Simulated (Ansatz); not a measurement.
# Structure relaxation of Te

All numbers below come from DFT PBE, scalar-relativistic, plane waves, PAW in Ansatz. Cutoff 420 eV, Γ-centred k mesh, Gaussian smearing, no spin polarisation in the final step.

Te was placed on the simple hexagonal structure type (P6/mmm, No. 191), at a guessed volume.

```
Te
1.0
     3.47319    0.00000    0.00000
    -1.73660    3.00787    0.00000
     0.00000    0.00000    3.24527
Te
1
Direct
  0.00000 0.00000 0.00000
```

Steps on the 6×6×6 mesh (1 atom). 4 of 4 steps are shown, and the free energy counts from the last. Trial steps that were taken back and renewals of the plane-wave basis can be among the rows.

```json
{"step": "1", "ΔF (meV/atom)": "45.5", "V (Å³/atom)": "33.90", "P (GPa)": "-4.10"}
{"step": "2", "ΔF (meV/atom)": "0.2", "V (Å³/atom)": "30.44", "P (GPa)": "0.49"}
{"step": "3", "ΔF (meV/atom)": "-0.5", "V (Å³/atom)": "30.77", "P (GPa)": "-0.13"}
{"step": "4", "ΔF (meV/atom)": "0.0", "V (Å³/atom)": "30.77", "P (GPa)": "-0.13"}
```

Steps on the 18×18×18 mesh (1 atom). 4 of 5 steps are shown, and the free energy counts from the last.

```tsv
step	ΔF (meV/atom)	V (Å³/atom)	P (GPa)
1	2.2	30.77	0.49
2	0.4	31.13	-0.05
3	0.1	31.08	0.10
5	0.0	31.13	-0.01
```

A final relaxation ran on a 18×18×18 mesh. The relaxed crystal, P6/mmm (No. 191):

```
Te
1.0
     3.40052    0.00000    0.00000
    -1.70026    2.94494    0.00000
     0.00000    0.00000    3.10847
Te
1
Direct
  0.00000 0.00000 0.00000
```

- Volume per atom: 31.13 Å³
- Density: 6.81 g/cm³
- Energy over the standard structure: 0.22 eV/atom
- Gap on the 18×18×18 mesh: 0 eV (a metal)

Energies count from the standard state of Te at the same level.

The final run used a 18×18×18 mesh on its 1-atom cell and 0.10 eV smearing. For metals, differences of a few meV/atom aren't resolved. Spin–orbit coupling is left out.

Symmetry constrained the relaxation, so the result can be a saddle point.